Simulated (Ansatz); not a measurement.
## Stack of Al2SSe under H-SiSi-F chair, unshifted in a perpendicular field

What dipole does a perpendicular field induce in the stack of Al2SSe under H-SiSi-F chair, unshifted, and does the gap follow? A positive field points along +c.

Method: plane-wave DFT, r2SCAN-D4, Ansatz PAW, in the first sound run; inputs show where later runs differ, in Ansatz 0.2.0.

### Step 1. Set-up

The cell holds 8 atoms: 1 Se, 2 Al, 1 S, 1 F, 2 Si and 1 H. Cell: a = 3.676 Å, b = 3.676 Å, c = 53.241 Å, α = 90.0°, β = 90.0°, γ = 120.0°. Regions: layer 1: Al2SSe, 4 atoms (1 Se, 2 Al and 1 S); layer 2: H-SiSi-F chair, 4 atoms (1 F, 2 Si and 1 H). Vacuum lies along c.

### Step 2. Relaxing the slab

The starting cell is a guess, so the in-plane lattice and the atoms are relaxed first, with the slab cut off from its images along the normal.

File input.yaml:

```yaml
crystal:
  lattice:
    - [3.6762, 0.0, 0.0]
    - [-1.8381, 3.1836825894, 0.0]
    - [0.0, 0.0, 53.2408750181]
  atoms:
    - { symbol: Se, position: [0.3333333333, 0.6666666667, 0.3953729159] }
    - { symbol: Al, position: [0.0, 0.0, 0.4177263409] }
    - { symbol: Al, position: [0.0, 0.0, 0.4631801393] }
    - { symbol: S, position: [0.3333333333, 0.6666666667, 0.4789717489] }
    - { symbol: F, position: [0.6666666667, 0.3333333333, 0.5325020487] }
    - { symbol: Si, position: [0.6666666667, 0.3333333333, 0.5640567517] }
    - { symbol: Si, position: [0.3333333333, 0.6666666667, 0.5779558471] }
    - { symbol: H, position: [0.3333333333, 0.6666666667, 0.6046270841] }
  periodic: [true, true, false]
kpoints:
  mp_grid: { grid: [12, 12, 1] }
hamiltonian:
  xc: r2scan
  dispersion: d4
scf:
  occupations: { method: fermi_dirac, width: 0.05 }
  convergence: { dr2_threshold: 1.0e-09 }
relax:
  f_tol: 0.004
  max_steps: 90
  cell: {}
output:
  write_potential: true
  write_density: true
  volumetric_format: npy
```

Started as:

```console
ansatz run input.yaml --threads 4 --pin off --max-ram 6144MiB --backend cpu --events-out ev --progress --plain --runs-dir out
```

Then come: single point, field 0; single point, field 0.1 V/Å; atoms held, field -0.1 V/Å; atoms held, field 0.2 V/Å; single point, field -0.2 V/Å; atoms held, field 0.35 V/Å; response, atoms held; same geometry, cutoff 420 eV, functional LDA; same geometry, cutoff 420 eV, functional LDA (run 2); response at this level; same geometry, cutoff 420 eV, functional PBE; same geometry, cutoff 420 eV, functional PBE (run 2); same geometry, cutoff 500 eV, functional r2SCAN; same geometry, cutoff 500 eV, functional r2SCAN (run 2); same geometry, cutoff 420 eV, functional HSE06; same geometry, cutoff 420 eV, functional HSE06 (run 2); the series together; the same run with other settings: scf.algorithm = "direct_min"; varying the input. Settings of the main run: cutoff 500 eV, 18×18×1 k-mesh, smearing width 0.05 eV, 2 layers, stack of Al2SSe under H-SiSi-F chair, unshifted, PAW set soft 2.

**Question.** What will these runs give for the gap without field; step between the vacuum levels; and equivalent conductor thickness, atoms held?

The induced dipole equals that of a perfect conductor 10.00 Å thick, while the outer atoms lie 11.12 Å apart; an out-of-plane ε follows only once a thickness t is chosen, by 1 − 1/ε = 10.00 Å / t. The two faces differ: the vacuum level above lies 2.01 eV lower than the one below. The gap goes from 1.18 eV to 1.79 eV at 0.35 V/Å.

| Property | Result |
| --- | --- |
| gap without field | 1.18 eV |
| ionisation energy, upper face | 4.03 eV |
| electron affinity, upper face | 2.85 eV |
| step between the vacuum levels | -2.01 eV |
| equivalent conductor thickness, atoms held | 10.00 Å |
| equivalent conductor thickness, LDA | 10.4 Å |
| equivalent conductor thickness, PBE | 10.3 Å |
| equivalent conductor thickness, r2SCAN | 10.0 Å |
| equivalent conductor thickness, HSE06 | 9.83 Å |

With the field reversed the gap is 0.82 eV at -0.2 V/Å. Semilocal functionals give gaps that are too small, and excitons are not included. Spin-orbit coupling is left out.

[Logs are printed without paths, hosts, clocks, repeated set-up lines and the standing remarks that a program may print on its own settings, such as how far it seeks lower states.]

[Hosts, paths, dates, database ids (printed as entryN), source tags and the programs' standing remarks are cut or masked in the printed files.]

[Maps of the electrostatic potential energy from Ansatz leave out the sawtooth potential of an applied field or a dipole correction, so their vacuum need not be flat; planar profiles and work functions include it.]
